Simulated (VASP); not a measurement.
# MoS2 (P6_3/mmc) in VASP: further runs

The runs below take MoS2 through relaxation of cell and atoms, with PBE+D3(BJ).

Everything below comes from runs of VASP 6.6.1. Logs are shortened: lines on timing, memory, paths and dates and some standing lists are left out, and cuts for length are marked.

## (1) The crystal as given

The structure is hexagonal, space group P6_3/mmc (No. 194). Conventional cell: a = 3.169 Å, b = 3.169 Å, c = 12.324 Å, α = 90.00°, β = 90.00°, γ = 120.00°. Around Mo (site symmetry -6m2) lie 6 S at 2.41 Å. Around S (site symmetry 3m) lie 3 Mo at 2.41 Å.

## (2) Relaxation of cell and atoms, PBE+D3(BJ)

Contents of INCAR:

```
SYSTEM = MoS2
ALGO = Normal
EDIFF = 1E-6
EDIFFG = -0.01
ENCUT = 600
GGA = PE
IBRION = 2
ISIF = 3
ISMEAR = 0
IVDW = 12
KPAR = 2
LASPH = .True.
LCHARG = .False.
LREAL = .False.
LWAVE = .False.
NELM = 80
NSW = 90
PREC = Accurate
SIGMA = 0.03
```

Contents of KPOINTS:

```
k-points
0
Gamma
  12 12 3
  0 0 0
```

Contents of POSCAR:

```
MoS2
1.0
    3.1690000000      0.0000000000      0.0000000000
   -1.5845000000      2.7444345046      0.0000000000
    0.0000000000      0.0000000000     12.3240000000
Mo S
2 4
Direct
    0.3333333333      0.6666666667      0.2500000000
    0.6666666667      0.3333333333      0.7500000000
    0.3333333333      0.6666666667      0.6230000000
    0.6666666667      0.3333333333      0.1230000000
    0.3333333333      0.6666666667      0.8770000000
    0.6666666667      0.3333333333      0.3770000000
```

Potentials or basis: VASP PAW PBE potentials, release 64 (Mo_sv, S).

Command:

```
cat potpaw_PBE.64/Mo_sv/POTCAR potpaw_PBE.64/S/POTCAR > POTCAR
mpirun -np 2 vasp_std > vasp.out
```

OUTCAR:

```text
SYSTEM = MoS2
   EDIFF = 1E-6
   EDIFFG = -0.01
   ENCUT = 600
   GGA = PE
   IBRION = 2
   ISIF = 3
   ISMEAR = 0
   IVDW = 12
   LASPH = .True.
   LREAL = .False.
   NELM = 80
   NSW = 90
   PREC = Accurate
 IVDW          = 12

 ion  position               nearest neighbor table
   1  0.333  0.667  0.250-   4 2.41   6 2.41   4 2.41   6 2.41   4 2.41   6 2.41
   2  0.667  0.333  0.750-   3 2.41   5 2.41   3 2.41   5 2.41   3 2.41   5 2.41
   3  0.333  0.667  0.623-   2 2.41   2 2.41   2 2.41
   4  0.667  0.333  0.123-   1 2.41   1 2.41   1 2.41
   5  0.333  0.667  0.877-   2 2.41   2 2.41   2 2.41
   6  0.667  0.333  0.377-   1 2.41   1 2.41   1 2.41

  LATTYP: Found a hexagonal cell.
 ALAT       =     3.1690000000
 C/A-ratio  =     3.8889239508

  Lattice vectors:

 A1 = (   3.1690000000,   0.0000000000,   0.0000000000)
 A2 = (  -1.5845000000,   2.7444345046,   0.0000000000)
 A3 = (   0.0000000000,   0.0000000000,  12.3240000000)

Analysis of symmetry for initial positions (statically):
=====================================================================
 Subroutine PRICEL returns:
 Original cell was already a primitive cell.

 Routine SETGRP: Setting up the symmetry group for a
 hexagonal supercell.

 Subroutine GETGRP returns: Found 24 space group operations
 (whereof 12 operations were pure point group operations)
 out of a pool of 24 trial point group operations.

The static configuration has the point symmetry D_3d.
 The point group associated with its full space group is D_6h.

Analysis of symmetry for dynamics (positions and initial velocities):
=====================================================================
 Subroutine PRICEL returns:
 Original cell was already a primitive cell.

 Routine SETGRP: Setting up the symmetry group for a
 hexagonal supercell.

 Subroutine GETGRP returns: Found 24 space group operations
 (whereof 12 operations were pure point group operations)
 out of a pool of 24 trial point group operations.

The dynamic configuration has the point symmetry D_3d.
 The point group associated with its full space group is D_6h.

 Subroutine INISYM returns: Found 24 space group operations
 (whereof 12 operations are pure point group operations),
 and found     1 'primitive' translations

----------------------------------------------------------------------------------------

                                     Primitive cell

  volume of cell :     107.1832

  direct lattice vectors                    reciprocal lattice vectors
     3.169000000  0.000000000  0.000000000     0.315556958  0.182186895  0.000000000
    -1.584500000  2.744434505  0.000000000     0.000000000  0.364373789  0.000000000
     0.000000000  0.000000000 12.324000000     0.000000000  0.000000000  0.081142486

[... 93 lines left out ...]
   EDIFFG = -.1E-01   stopping-criterion for IOM
   NSW    =     90    number of steps for IOM
   IBRION =      2    ionic relax: 0-MD 1-quasi-New 2-CG
   NFREE  =      1    steps in history (QN), initial steepest desc. (CG)
   ISIF   =      3    stress and relaxation
   ISYM   =      2    0-nonsym 1-usesym 2-fastsym
   POTIM  = 0.5000    time-step for ionic-motion
   TEBEG  =    0.0;   TEEND  =   0.0 temperature during run
   PSTRESS=    0.0 pullay stress
   NELECT =      52.0000    total number of electrons
   NUPDOWN=      -1.0000    fix difference up-down
   EMIN   =  10.00;   EMAX   =-10.00  energy-range for DOS
   EFERMI =   0.00;   METHOD = LEGACY
   ISMEAR =     0;   SIGMA  =   0.03  broadening in eV -4-tet -1-fermi 0-gaus
   EFERMI_NEDOS =   21; number of points for ismear=-14 and -15
   IALGO  =     38    algorithm
   IMIX   =      4    mixing-type and parameters
     AMIX     =   0.40;   BMIX     =  1.00
     AMIX_MAG =   1.60;   BMIX_MAG =  1.00
  volume/ion in A,a.u.               =      17.86       120.55
  Fermi-wavevector in a.u.,A,eV,Ry     =   1.286373  2.430893 22.514325  1.654756
  Thomas-Fermi vector in A             =   2.418452
   LORBIT       =      0    0 simple, 1 ext, 2 COOP (PROOUT), +10 PAW based schemes
   GGA     = PE    functional components
   LHFCALC =     F    Hartree Fock is set to
   AEXX    =    0.0000 exact exchange contribution
   IVDW    =    12    specifies the selected vdW correction
   LEPSILON=     F    determine dielectric tensor
   LRPA    =     F    only Hartree local field effects (RPA)
 conjugate gradient relaxation of ions
 non-spin polarized calculation
 Gauss-broadening in eV      SIGMA  =   0.03
  energy-cutoff  :      600.00
  volume of cell :      107.18
 maximum number of plane-waves:      3603
 NGX is ok and might be reduce to    28
   NGX = 13   NGY = 13   NGZ = 49

--------------------------------------- Ionic step        1  -------------------------------------------

 number of electron      52.0000000 magnetization

 Free energy of the ion-electron system (eV)
  ---------------------------------------------------
  ext. energy  EPLUGINS =         0.00000000
  ---------------------------------------------------
  free energy    TOTEN  =       -43.61556826 eV

  energy without entropy =      -43.61556826  energy(sigma->0) =      -43.61556826

------------------------ aborting loop because EDIFF is reached ----------------------------------------

 Edisp (eV)   -2.54058

 E8    (eV) :    -1.0246
[... 117 lines left out ...]
  FREE ENERGIE OF THE ION-ELECTRON SYSTEM (eV)
  ---------------------------------------------------
  free  energy   TOTEN  =       -46.1649997678 eV

  energy  without entropy=      -46.1649997678  energy(sigma->0) =      -46.16499977

[... ionic steps 4 to 8 ...]

--------------------------------------- Ionic step        9  -------------------------------------------

 number of electron      51.9999995 magnetization

------------------------ aborting loop because EDIFF is reached ----------------------------------------
[... 83 lines left out ...]
--------------------------------------- Ionic step       11  -------------------------------------------

 number of electron      51.9999995 magnetization

 Free energy of the ion-electron system (eV)
  ---------------------------------------------------
  ext. energy  EPLUGINS =         0.00000000
  ---------------------------------------------------
  free energy    TOTEN  =       -43.54675975 eV

  energy without entropy =      -43.54675975  energy(sigma->0) =      -43.54675975

 E-fermi :   8.1200     XC(G=0): -11.0163

 val. band max:        7.9540423699   @ k =   0.0000   0.0000   0.0000
 cond. band min:       8.7544225341   @ k =   0.1667   0.1667   0.0000
 fundamental gap:      0.8003801642
 Fermi energy:         8.1199746700

 k-point     1 :       0.0000    0.0000    0.0000
  band No.  band energies     occupation
      1     -53.5849      2.00000
      2     -53.5849      2.00000
      3     -27.7499      2.00000
      4     -27.7498      2.00000
      5     -27.5079      2.00000
      6     -27.5079      2.00000
[... 805 lines left out ...]
     30       9.8174      0.00000
     31      10.7021      0.00000

 [... further k-points ...]

------------------------ aborting loop because EDIFF is reached ----------------------------------------

 Edisp (eV)   -2.62633

 E8    (eV) :    -1.0590
[... 29 lines left out ...]
  FREE ENERGIE OF THE ION-ELECTRON SYSTEM (eV)
  ---------------------------------------------------
  free  energy   TOTEN  =       -46.1730896562 eV

  energy  without entropy=      -46.1730896562  energy(sigma->0) =      -46.17308966

 reached required accuracy - stopping structural energy minimisation
```

OSZICAR:

```text
N       E                     dE             d eps       ncg     rms          rms(c)
DAV:   1     0.496259324228E+03    0.49626E+03   -0.31962E+04  2628   0.178E+03
[... 111 lines left out ...]
DAV:   3    -0.435470636225E+02    0.86130E-03   -0.81207E-03  2743   0.393E-01    0.228E-01
DAV:   4    -0.435467524616E+02    0.31116E-03   -0.13920E-03  2704   0.223E-01    0.587E-02
DAV:   5    -0.435467494289E+02    0.30327E-05   -0.31145E-04  3079   0.102E-01    0.476E-02
DAV:   6    -0.435467516319E+02   -0.22030E-05   -0.20092E-05  2842   0.273E-02    0.264E-02
DAV:   7    -0.435467588457E+02   -0.72137E-05   -0.73117E-06  2367   0.150E-02    0.113E-02
DAV:   8    -0.435467599393E+02   -0.10936E-05   -0.53262E-07  1535   0.530E-03    0.435E-03
DAV:   9    -0.435467597526E+02    0.18671E-06   -0.17223E-07  1381   0.261E-03
  11 F= -.46173090E+02 E0= -.46173090E+02  d E =-.108448E-03
```

CONTCAR:

```text
MoS2
   1.00000000000000
     3.1487811846927292    0.0000000000000000   -0.0000000000000000
    -1.5743905923463646    2.7269244969093416    0.0000000000000000
     0.0000000000000000    0.0000000000000000   12.0885171618262444
  Mo              S
     2     4
Direct
     0.3333333332999970    0.6666666667000030    0.2500000000000000
     0.6666666667000030    0.3333333332999970    0.7500000000000000
     0.3333333332999970    0.6666666667000030    0.6205253139512723
     0.6666666667000030    0.3333333332999970    0.1205253139512724
     0.3333333332999970    0.6666666667000030    0.8794746860487277
     0.6666666667000030    0.3333333332999970    0.3794746860487276

  0.00000000E+00  0.00000000E+00  0.00000000E+00
  0.00000000E+00  0.00000000E+00  0.00000000E+00
  0.00000000E+00  0.00000000E+00  0.00000000E+00
  0.00000000E+00  0.00000000E+00  0.00000000E+00
  0.00000000E+00  0.00000000E+00  0.00000000E+00
  0.00000000E+00  0.00000000E+00  0.00000000E+00
```

It took 5.3 min on 2 MPI ranks of Intel Xeon 6975P-C (Granite Rapids), shared host; peak memory 0.34 GiB.

What came out:

```yaml
Free_energy: -46.1731 eV
Relaxed_volume: 17.30 Å³/atom
Relaxed_cell: a = 3.149 Å, b = 3.149 Å, c = 12.089 Å, α = 90.00°, β = 90.00°, γ = 120.00°
Space_group_after_relaxing_to_0.05_Å: P6_3/mmc (No. 194)
Energy_gained_by_relaxing: 2.8 meV/atom
Ionic_steps: 11
Pressure_after_relaxing: 0.0 GPa
Band_gap_on_the_k_mesh: 0.80 eV, indirect (least direct gap 1.71 eV)
Dispersion_energy_per_atom: -0.438 eV
```

Step by step:
| step | energy change (eV) | largest force (eV/Å) | pressure (GPa) | volume (Å³) |
| --- | --- | --- | --- | --- |
| 1 | 0.0000 | 0.0753 | -2.05 | 107.18 |
| 2 | 0.0163 | 0.5260 | 3.47 | 103.67 |
| 3 | -0.0088 | 0.1417 | -0.09 | 105.86 |
| 4 | -0.0114 | 0.0580 | -0.06 | 105.44 |
| 5 | -0.0115 | 0.0366 | -0.07 | 105.33 |
| 6 | -0.0130 | 0.0355 | -0.03 | 105.08 |
| 7 | -0.0160 | 0.0313 | 0.07 | 104.31 |
| 8 | -0.0149 | 0.0206 | 0.41 | 102.76 |
| 9 | -0.0168 | 0.0313 | 0.21 | 103.72 |
| 10 | -0.0145 | 0.1359 | -1.02 | 104.15 |
| 11 | -0.0169 | 0.0015 | -0.01 | 103.80 |

Final structure:
```
Mo S
1.0
     3.14878    0.00000    0.00000
    -1.57439    2.72692    0.00000
     0.00000    0.00000   12.08852
Mo S
2 4
Direct
  0.33333 0.66667 0.25000
  0.66667 0.33333 0.75000
  0.33333 0.66667 0.62053
  0.66667 0.33333 0.12053
  0.33333 0.66667 0.87947
  0.66667 0.33333 0.37947
```

Levels at points of the mesh, in eV from the valence-band top:
| k point | band 23 | band 24 | band 25 | band 26 | band 27 | band 28 | band 29 | band 30 |
| --- | --- | --- | --- | --- | --- | --- | --- | --- |
| (0.00, 0.00, 0.00) | -2.15 | -1.27 | -1.11 | 0.00 | 2.09 | 2.09 | 2.13 | 2.13 |
| (0.50, 0.00, 0.00) | -1.78 | -1.52 | -1.49 | -1.33 | 1.62 | 1.68 | 2.00 | 2.31 |

Caveat: an odd mesh through Γ misses points on the zone boundary, where band edges often lie.

## (3) Relaxation of cell and atoms, PBE+D3(BJ)

This run uses another cell than the first one, of 17.30 Å³/atom, 0.968 times its volume.

INCAR: that of step 2 with these lines changed.

```diff
@@ -2,4 +2,4 @@
 ALGO = Normal
-EDIFF = 1E-6
-EDIFFG = -0.01
+EDIFF = 1E-7
+EDIFFG = -0.005
 ENCUT = 600
```

KPOINTS is that of step 2.

Contents of POSCAR:

```
MoS2                                    
1.0
    3.1487811847      0.0000000000     -0.0000000000
   -1.5743905923      2.7269244969      0.0000000000
    0.0000000000      0.0000000000     12.0885171618
  Mo              S             
     2     4
Direct
     0.3333333332999970    0.6666666667000030    0.2500000000000000
     0.6666666667000030    0.3333333332999970    0.7500000000000000
     0.3333333332999970    0.6666666667000030    0.6205253139512723
     0.6666666667000030    0.3333333332999970    0.1205253139512724
     0.3333333332999970    0.6666666667000030    0.8794746860487277
     0.6666666667000030    0.3333333332999970    0.3794746860487276
```

Potentials or basis: VASP PAW PBE potentials, release 64 (Mo_sv, S).

Command:

```
cat potpaw_PBE.64/Mo_sv/POTCAR potpaw_PBE.64/S/POTCAR > POTCAR
mpirun -np 2 vasp_std > vasp.out
```

Wall time 54 s (2 MPI ranks of Intel Xeon 6975P-C (Granite Rapids), shared host); peak memory 0.32 GiB.

Results (log left out):

- Free energy: -46.1718 eV
- Pressure after relaxing: 0.0 GPa
- Band gap on the k mesh: 0.80 eV, indirect (least direct gap 1.71 eV)
- Dispersion energy per atom: -0.438 eV

Final structure:
```cif
data_structure
_symmetry_space_group_name_H-M 'P 1'
_symmetry_Int_Tables_number 1
_cell_length_a 3.1488
_cell_length_b 3.1488
_cell_length_c 12.0885
_cell_angle_alpha 90.000
_cell_angle_beta 90.000
_cell_angle_gamma 120.000
_cell_volume 103.80
loop_
_atom_site_label
_atom_site_type_symbol
_atom_site_fract_x
_atom_site_fract_y
_atom_site_fract_z
_atom_site_occupancy
Mo1 Mo 0.33333 0.66667 0.25000 1
Mo2 Mo 0.66667 0.33333 0.75000 1
S1 S 0.33333 0.66667 0.62053 1
S2 S 0.66667 0.33333 0.12053 1
S3 S 0.33333 0.66667 0.87947 1
S4 S 0.66667 0.33333 0.37947 1
```

Levels at points of the mesh, in eV from the valence-band top:
```csv
k point,band 23,band 24,band 25,band 26,band 27,band 28,band 29,band 30
"(0.00, 0.00, 0.00)",-2.15,-1.27,-1.11,0.00,2.09,2.09,2.13,2.13
"(0.50, 0.00, 0.00)",-1.78,-1.52,-1.49,-1.33,1.62,1.68,2.00,2.31
```

Caveat: the relaxation stopped at its first step, so nothing moved; an odd mesh through Γ misses points on the zone boundary, where band edges often lie.

## (4) Relaxation of cell and atoms, PBE+D3(BJ), target pressure 5.6 GPa, at which the enthalpy is minimised

Contents of INCAR:

```
SYSTEM = MoS2
PREC = Accurate
ENCUT = 600
EDIFF = 1E-6
ISMEAR = 0
SIGMA = 0.03
LREAL = .FALSE.
LASPH = .TRUE.
NELM = 80
ALGO = Normal
ISIF = 3
LWAVE = .FALSE.
LCHARG = .FALSE.
GGA = PE
IVDW = 12
IBRION = 2
NSW = 90
EDIFFG = -0.01
PSTRESS = 56.0
KPAR = 2
```

Contents of KPOINTS:

```
Automatic mesh
0
G
  12 12 3
  0 0 0
```

Contents of POSCAR:

```
MoS2
1.0
    3.1690000000      0.0000000000      0.0000000000
   -1.5845000000      2.7444345046      0.0000000000
    0.0000000000      0.0000000000     12.3240000000
Mo S
2 4
Direct
    0.3333333333      0.6666666667      0.2500000000
    0.6666666667      0.3333333333      0.7500000000
    0.3333333333      0.6666666667      0.6230000000
    0.6666666667      0.3333333333      0.1230000000
    0.3333333333      0.6666666667      0.8770000000
    0.6666666667      0.3333333333      0.3770000000
```

Command:

```
cat potpaw_PBE.64/Mo_sv/POTCAR potpaw_PBE.64/S/POTCAR > POTCAR
mpirun -np 2 vasp_std > vasp.out
```

Wall time 11 min (2 MPI ranks of Intel Xeon 6975P-C (Granite Rapids), shared host); peak memory 0.35 GiB.

Results (log left out):

| Property | Result |
| --- | --- |
| Free energy | -46.0538 eV |
| Relaxed volume | 15.99 Å³/atom |
| Relaxed cell | a = 3.104 Å, b = 3.104 Å, c = 11.504 Å, α = 90.00°, β = 90.00°, γ = 120.00° |
| Space group after relaxing (to 0.05 Å) | P6_3/mmc (No. 194) |
| Energy change on relaxing (the enthalpy is what falls) | +17.1 meV/atom |
| Ionic steps | 16 |
| Pressure after relaxing | 5.6 GPa |
| Largest force after relaxing | 0.003 eV/Å |
| Band gap on the k mesh | 0.48 eV, indirect (least direct gap 1.81 eV) |
| Dispersion energy per atom | -0.475 eV |

Forces on the atoms (eV/Å):
```
Mo   0.000  0.000  0.000
Mo   0.000  0.000  0.000
S    0.000  0.000 -0.003
S    0.000  0.000 -0.003
S    0.000  0.000  0.003
S    0.000  0.000  0.003
```

Stress tensor (GPa, compression positive):
```
5.55 0.00 0.00
0.00 5.55 0.00
0.00 0.00 5.65
```

Step by step:
```tsv
step	energy change (eV)	largest force (eV/Å)	pressure (GPa)	volume (Å³)
1	0.0000	0.0753	-2.05	107.18
2	0.7147	2.3722	22.38	94.49
3	0.0450	0.7063	5.28	102.43
4	0.0483	0.3440	5.30	100.53
5	0.0840	0.0813	5.38	99.14
6	0.0885	0.0920	5.98	97.58
7	0.1310	0.0883	7.17	95.35
8	0.1452	0.0829	7.40	94.92
9	0.0892	0.3705	2.57	96.86
10	0.1156	0.0834	5.63	95.61
11	0.1100	0.0004	5.75	95.75
12	0.1107	0.0147	5.71	95.73
13	0.1057	0.0248	5.52	95.87
14	0.1046	0.0270	5.48	95.90
15	0.1039	0.0177	5.51	95.92
16	0.1023	0.0034	5.58	95.96
```

Final structure:
```
Mo S
1.0
     3.10353    0.00000    0.00000
    -1.55176    2.68773    0.00000
     0.00000    0.00000   11.50390
Mo S
2 4
Direct
  0.33333 0.66667 0.25000
  0.66667 0.33333 0.75000
  0.33333 0.66667 0.61368
  0.66667 0.33333 0.11368
  0.33333 0.66667 0.88632
  0.66667 0.33333 0.38632
```

Levels at points of the mesh, in eV from the valence-band top:
| k point | band 22 | band 23 | band 24 | band 25 | band 26 | band 27 | band 28 | band 29 | band 30 | band 31 |
| --- | --- | --- | --- | --- | --- | --- | --- | --- | --- | --- |
| (0.00, 0.00, 0.00) | -2.28 | -2.28 | -1.65 | -0.84 | 0.00 | 1.97 | 1.97 | 2.01 | 2.03 | 2.03 |
| (0.50, 0.00, 0.00) | -2.75 | -2.05 | -1.80 | -1.56 | -1.55 | 1.57 | 1.66 | 1.86 | 2.35 | 2.66 |

Caveat: the cell is relaxed towards a set pressure, so the enthalpy falls and the energy may rise; an odd mesh through Γ misses points on the zone boundary, where band edges often lie.

[end of part 1 of 2]
